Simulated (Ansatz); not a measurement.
# RbBr (Fm-3m): zone-centre phonons and dielectric response

Perturbation theory with PBEsol in the plane-wave code Ansatz on the PBEsol cell, ground state and force constants on a 6×6×6 mesh. Calculated for a static, non-magnetic cell.

The symmetry is Fm-3m (No. 225, cubic); conventional cell a = 6.846 Å, 40.11 Å³ an atom. Around Rb lie 6 Br at 3.42 Å; around Br lie 6 Rb at 3.42 Å.

```
CELL_PARAMETERS angstrom
0.00000 3.42311 3.42311
3.42311 0.00000 3.42311
3.42311 3.42311 0.00000
ATOMIC_POSITIONS crystal
Rb 0.00000 0.00000 0.00000
Br 0.50000 0.50000 0.50000
```

Optical modes without the longitudinal term:
```
ω (cm⁻¹)  degeneracy  IR intensity, summed over the level ((D/Å)²/amu)
      85           3                                              2.24
```

The optical mode at Γ lies at 85 cm⁻¹ without the longitudinal term. With the long-range field the highest mode reaches 122 cm⁻¹.

The clamped-ion dielectric constant comes out as 2.59 in all directions. With the ions relaxed, ε⁰ is 5.3 in all directions. Born charges, averaged over directions: Rb +1.16, Br -1.16 e.

With one polar mode in a cubic crystal the Lyddane-Sachs-Teller relation applies: (ω_LO/ω_TO)² = (122.2/85.1)² = 2.061, and ε⁰/ε∞ = 5.331/2.586 = 2.061. The refractive index √ε∞ is 1.61.

For comparison, on the r2SCAN cell the mean ε∞ is 2.41 with r2SCAN (ground state on 6×6×6; least gap 4.89 eV), 2.51 with PBE (ground state on 6×6×6; least gap 4.29 eV).

The runs are scalar-relativistic, without spin-orbit coupling.
